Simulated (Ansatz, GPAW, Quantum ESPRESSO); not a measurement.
One calculation of TiC, 3 ways

```xyz
2
Lattice="0.0000 2.1657 2.1657 2.1657 0.0000 2.1657 2.1657 2.1657 0.0000" Properties=species:S:1:pos:R:3 pbc="T T T"
Ti    0.0000    0.0000    0.0000
C     2.1657    2.1657    2.1657
```

The cell is a database's computed one, not the measured one.

Alike in all runs: task single point; functional PBE; k mesh 11 × 11 × 11; occupations fermi-dirac, width 0.05 eV; no spin polarisation; no spin-orbit coupling. Pressure is positive in compression and, in plane waves, holds the error of the finite cutoff, which Ansatz's Pulay term estimates and takes out.

| program and potentials | plane-wave cutoff (eV) | notes | pressure (GPa) |
| --- | --- | --- | --- |
| Ansatz, Ansatz PAW | 600 | Pulay term of +0.02 GPa included | 0.23 |
| Quantum ESPRESSO, SSSP 1.3 efficiency PBE | 748 | - | 0.22 |
| GPAW, GPAW PAW data sets (gpaw-data 1.2.1) | 800 | - | 0.94 |

The pressure spans 0.22 (Quantum ESPRESSO, SSSP 1.3 efficiency PBE) to 0.94 GPa (GPAW, GPAW PAW data sets (gpaw-data 1.2.1)).

The functional is the same throughout but for its coding, so the spread measures potentials, basis and numerics; runs on potential files found faulty are left out.
